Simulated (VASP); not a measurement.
# BaTe (Fm-3m) in VASP: a series of runs

One crystal, BaTe, is run at these levels: r2SCAN; tasks: single point.

All numbers are computed with VASP 6.6.1; they aren't measurements. Logs are shortened: lines on timing, memory, paths and dates and some standing lists are left out, and cuts for length are marked.

## 1. The crystal as given

Symmetry: Fm-3m, No. 225, cubic system. The conventional cell has a = 6.820 Å, b = 6.820 Å, c = 6.820 Å, α = 90.00°, β = 90.00°, γ = 90.00°. Ba (site symmetry m-3m) is surrounded by 6 Te at 3.41 Å. Te (site symmetry m-3m) has 6 Ba at 3.41 Å as nearest neighbours.

## 2. Single point, r2SCAN

Input file INCAR:

```
SYSTEM = BaTe
ADDGRID  = .FALSE.      
ALGO     = Normal         ! electronic algorithm
EDIFF    = 1E-6           ! SCF threshold, eV
ENCUT    = 450            ! plane-wave cutoff, eV
ISIF     = 2              ! what is computed and relaxed
ISMEAR   = 0              ! smearing method
LASPH    = .TRUE.         ! aspherical terms in the spheres
LCHARG   = .FALSE.        ! write CHGCAR
LMIXTAU  = .TRUE.       
LREAL    = .FALSE.        ! projectors in reciprocal space
LWAVE    = .FALSE.        ! write WAVECAR
METAGGA  = R2SCAN         ! meta-GGA
NELM     = 100            ! most SCF steps
PREC     = Low            ! precision mode
SIGMA    = 0.05           ! smearing width, eV
```

Input file KPOINTS:

```
k-points
0
G
  5 5 5
  0 0 0
```

Input file POSCAR:

```
BaTe
1.0
    0.0000000000      3.4100000000      3.4100000000
    3.4100000000      0.0000000000      3.4100000000
    3.4100000000      3.4100000000      0.0000000000
Ba Te
1 1
Direct
   -0.0114420000     -0.0073020000      0.0189620000
    0.5174540000      0.4974090000      0.5124580000
```

Potentials or basis: VASP PAW PBE potentials, release 64 (Ba_sv, Te).

On the command line:

```
$ cat potpaw_PBE.64/Ba_sv/POTCAR potpaw_PBE.64/Te/POTCAR > POTCAR
$ mpirun -np 1 vasp_std > vasp.out
```

OUTCAR:

```text
SYSTEM = BaTe
   EDIFF = 1E-6
   ENCUT = 450
   ISIF = 2
   ISMEAR = 0
   LASPH = .TRUE.
   LREAL = .FALSE.
   METAGGA = R2SCAN
   NELM = 100
   PREC = Low

 Found     63 irreducible k-points:

 Following reciprocal coordinates:
            Coordinates               Weight
  0.000000  0.000000  0.000000      1.000000
  0.200000  0.000000  0.000000      2.000000
  0.000000  0.200000  0.000000      2.000000
  0.000000  0.000000  0.200000      2.000000
  0.200000  0.200000  0.200000      2.000000
  0.400000  0.000000  0.000000      2.000000
   k-points           NKPTS =     63   k-points in BZ     NKDIM =     63   number of bands    NBANDS=     12
   number of dos      NEDOS =    301   number of ions     NIONS =      2
   total plane-waves  NPLWV =  21952
   dimension x,y,z NGX =    28 NGY =   28 NGZ =   28
   dimension x,y,z NGXF=    28 NGYF=   28 NGZF=   28
   ions per type =               1   1
   NGX,Y,Z   is equivalent  to a cutoff of   9.65,  9.65,  9.65 a.u.
   NGXF,Y,Z  is equivalent  to a cutoff of   9.65,  9.65,  9.65 a.u.
 SYSTEM =  BaTe
   PREC   = low       normal or accurate (medium, high low for compatibility)
   ISTART =      0    job   : 0-new  1-cont  2-samecut
   ICHARG =      2    charge: 1-file 2-atom 10-const
   ISPIN  =      1    spin polarized calculation?
   LNONCOLLINEAR =      F non collinear calculations
   LSORBIT =      F    spin-orbit coupling
   LASPH  =      T    aspherical Exc in radial PAW
   ENCUT  =  450.0 eV  33.07 Ry    5.75 a.u.   8.34  8.34  8.34*2*pi/ulx,y,z
   NELM   =    100;   NELMIN=  2; NELMDL= -5     # of ELM steps
   EDIFF  = 0.1E-05   stopping-criterion for ELM
   LREAL  =      F    real-space projection
   EDIFFG = 0.1E-04   stopping-criterion for IOM
   NSW    =      0    number of steps for IOM
   IBRION =     -1    ionic relax: 0-MD 1-quasi-New 2-CG
   NFREE  =      0    steps in history (QN), initial steepest desc. (CG)
   ISIF   =      2    stress and relaxation
   ISYM   =      2    0-nonsym 1-usesym 2-fastsym
   POTIM  = 0.5000    time-step for ionic-motion
   TEBEG  =    0.0;   TEEND  =   0.0 temperature during run
   PSTRESS=    0.0 pullay stress
   NELECT =      16.0000    total number of electrons
   NUPDOWN=      -1.0000    fix difference up-down
   EMIN   =  10.00;   EMAX   =-10.00  energy-range for DOS
   EFERMI =   0.00;   METHOD = LEGACY
   ISMEAR =     0;   SIGMA  =   0.05  broadening in eV -4-tet -1-fermi 0-gaus
   EFERMI_NEDOS =   21; number of points for ismear=-14 and -15
   IALGO  =     38    algorithm
   IMIX   =      4    mixing-type and parameters
     AMIX     =   0.40;   BMIX     =  1.00
     AMIX_MAG =   1.60;   BMIX_MAG =  1.00
  volume/ion in A,a.u.               =      39.65       267.58
  Fermi-wavevector in a.u.,A,eV,Ry     =   0.960175  1.814468 12.543704  0.921936
  Thomas-Fermi vector in A             =   2.089436
   LORBIT       =      0    0 simple, 1 ext, 2 COOP (PROOUT), +10 PAW based schemes
   METAGGA = R2SCAN    functional components
   LHFCALC =     F    Hartree Fock is set to
   AEXX    =    0.0000 exact exchange contribution
   IVDW    =     0    specifies the selected vdW correction
   LEPSILON=     F    determine dielectric tensor
   LRPA    =     F    only Hartree local field effects (RPA)
 non-spin polarized calculation
 Gauss-broadening in eV      SIGMA  =   0.05
  energy-cutoff  :      450.00
  volume of cell :       79.30
 maximum number of plane-waves:      1759
   NGX = 17   NGY = 17   NGZ = 17

 number of electron      15.9999994 magnetization

 Free energy of the ion-electron system (eV)
  ---------------------------------------------------
  ext. energy  EPLUGINS =         0.00000000
  ---------------------------------------------------
  free energy    TOTEN  =       -55.87225989 eV

  energy without entropy =      -55.87225989  energy(sigma->0) =      -55.87225989

 E-fermi :   2.8619     XC(G=0):  -8.9625

 val. band max:        2.5589271322   @ k =   0.0000   0.0000   0.0000
 cond. band min:       4.4002222071   @ k =   0.4000   0.4000   0.0000
 fundamental gap:      1.8412950748
 Fermi energy:         2.8618863702

 k-point     1 :       0.0000    0.0000    0.0000
  band No.  band energies     occupation
      1     -25.0229      2.00000
      2      -9.7854      2.00000
      3      -9.7776      2.00000
      4      -9.7730      2.00000
      5      -7.4103      2.00000
      6       2.5522      2.00000
      7       2.5530      2.00000
      8       2.5589      2.00000
      9       5.8638      0.00000
     10       5.9103      0.00000
     11       5.9222      0.00000
     12       6.5207      0.00000

 k-point     2 :       0.2000    0.0000    0.0000
  band No.  band energies     occupation
      1     -25.0153      2.00000
      2     -10.0394      2.00000
      3      -9.7830      2.00000
      4      -9.7785      2.00000
      5      -7.0266      2.00000
      6       1.4775      2.00000
      7       2.0008      2.00000
      8       2.0097      2.00000
      9       6.0365      0.00000
     10       6.3959      0.00000
     11       6.4137      0.00000
     12       7.8496      0.00000

 k-point     3 :       0.0000    0.2000    0.0000
  band No.  band energies     occupation
      1     -25.0153      2.00000
      2     -10.0430      2.00000
      3      -9.7828      2.00000
      4      -9.7788      2.00000
      5      -7.0229      2.00000
      6       1.4690      2.00000
      7       2.0062      2.00000
      8       2.0366      2.00000
      9       5.9946      0.00000
     10       6.3884      0.00000
     11       6.4054      0.00000
     12       7.8287      0.00000

 k-point     4 :       0.0000    0.0000    0.2000
  band No.  band energies     occupation
      1     -25.0153      2.00000
      2     -10.0427      2.00000
      3      -9.7829      2.00000
      4      -9.7789      2.00000
      5      -7.0229      2.00000
      6       1.4691      2.00000
      7       2.0060      2.00000
      8       2.0360      2.00000
      9       5.9954      0.00000
     10       6.3888      0.00000
     11       6.4056      0.00000
     12       7.8290      0.00000

 k-point     5 :       0.2000    0.2000    0.2000
  band No.  band energies     occupation
      1     -25.0153      2.00000
      2     -10.0399      2.00000
      3      -9.7830      2.00000
      4      -9.7785      2.00000
      5      -7.0262      2.00000
      6       1.4764      2.00000
      7       2.0017      2.00000
      8       2.0128      2.00000
      9       6.0317      0.00000
     10       6.3937      0.00000
     11       6.4135      0.00000
     12       7.8452      0.00000

 k-point     6 :       0.4000    0.0000    0.0000
  band No.  band energies     occupation
      1     -25.0031      2.00000
      2     -10.3611      2.00000
      3      -9.7893      2.00000
      4      -9.7849      2.00000
      5      -6.4722      2.00000
      6       0.3147      2.00000
      7       1.3759      2.00000
      8       1.3809      2.00000
      9       6.8320      0.00000
     10       7.7083      0.00000
     11       7.7212      0.00000
     12       8.6340      0.00000

 [... further k-points ...]
[... 5 lines left out ...]
  --------------------------------------------------------------------------------------
  -------------------------------------------------------------------------------------
  Total        2.1852568      2.3207443      2.4976994      0.0039033     -0.0572655      0.0102174
  in kB       44.1489037     46.8861677     50.4612054      0.0788585     -1.1569393      0.2064227
  external PRESSURE =      47.1654256 kB  Pullay stress =       0.0000000 kB

 VOLUME and BASIS-vectors are now :
 -----------------------------------------------------------------------------
  energy-cutoff  :      450.00
  volume of cell :       79.30
      direct lattice vectors                 reciprocal lattice vectors
     0.000000000  3.410000000  3.410000000    -0.146627566  0.146627566  0.146627566
     3.410000000  0.000000000  3.410000000     0.146627566 -0.146627566  0.146627566
     3.410000000  3.410000000  0.000000000     0.146627566  0.146627566 -0.146627566

 POSITION                                       TOTAL-FORCE (eV/Angst)
 -----------------------------------------------------------------------------------
      3.44976      3.43564      6.75608        -0.016720      0.255040      0.394432
      3.44365      3.51200      3.46068         0.016720     -0.255040     -0.394432
 -----------------------------------------------------------------------------------
    total drift:                                0.013835      0.005490      0.001854

  FREE ENERGIE OF THE ION-ELECTRON SYSTEM (eV)
  ---------------------------------------------------
  free  energy   TOTEN  =       -55.8722598946 eV

  energy  without entropy=      -55.8722598946  energy(sigma->0) =      -55.87225989
```

Run time: 4.3 min. Hardware: 1 thread of AMD EPYC 7R43 (Zen 3), shared host; peak memory 0.14 GiB.

These settings aren't checked as converged: the numbers below hold their error.

Results:

```
Free energy            : -55.8723 eV
Pressure               : 4.7 GPa
Largest force          : 0.470 eV/Å
Band gap on the k mesh : 1.84 eV, indirect (least direct gap 2.20 eV)
```

Caveat: the PAW data sets were made with another functional, which shifts forces and pressure a little; spin-orbit coupling is left out, which moves the levels of the heavy elements; an odd mesh through Γ misses points on the zone boundary, where band edges often lie.

## 3. Single point, r2SCAN

Edit INCAR of step 2 so:

```diff
@@ -14,3 +14,3 @@
 NELM     = 100            ! most SCF steps
-PREC     = Low            ! precision mode
+PREC     = Normal         ! precision mode
 SIGMA    = 0.05           ! smearing width, eV
```

KPOINTS is that of step 2.

Input file POSCAR:

```
BaTe
1.0
    0.0000000000      3.4100000000      3.4100000000
    3.4100000000      0.0000000000      3.4100000000
    3.4100000000      3.4100000000      0.0000000000
Ba Te
1 1
Direct
    0.0000000000      0.0000000000      0.0000000000
    0.5000000000      0.5000000000      0.5000000000
```

Potentials or basis: VASP PAW PBE potentials, release 64 (Ba_sv, Te).

On the command line:

```
$ cat potpaw_PBE.64/Ba_sv/POTCAR potpaw_PBE.64/Te/POTCAR > POTCAR
$ mpirun -np 1 vasp_std > vasp.out
```

Run time: 58 s. Hardware: 1 thread of AMD EPYC 7R43 (Zen 3), shared host; peak memory 0.13 GiB.

The run converged, but some of its settings lie outside the range that counts as converged, so its numbers aren't taken as properties of the crystal.

What came out:

| Item | Value |
| --- | --- |
| Free energy | -55.9038 eV |
| Pressure | 4.5 GPa |
| Band gap on the k mesh | 1.79 eV, indirect (least direct gap 2.17 eV) |

Caveat: the PAW data sets were made with another functional, which shifts forces and pressure a little; spin-orbit coupling is left out, which moves the levels of the heavy elements; an odd mesh through Γ misses points on the zone boundary, where band edges often lie.

## 4. The reference run

An earlier run on the cell as given: functional PBE; potentials or basis VASP PAW PBE potentials, release 64 (Ba_sv, Te); cutoff 520 eV; k mesh 7 × 7 × 7; occupations fermi-dirac, width 0.05 eV; no spin polarisation.

* Pressure: 4.2 GPa
* Band gap on the k mesh: 1.38 eV, indirect (least direct gap 1.76 eV)
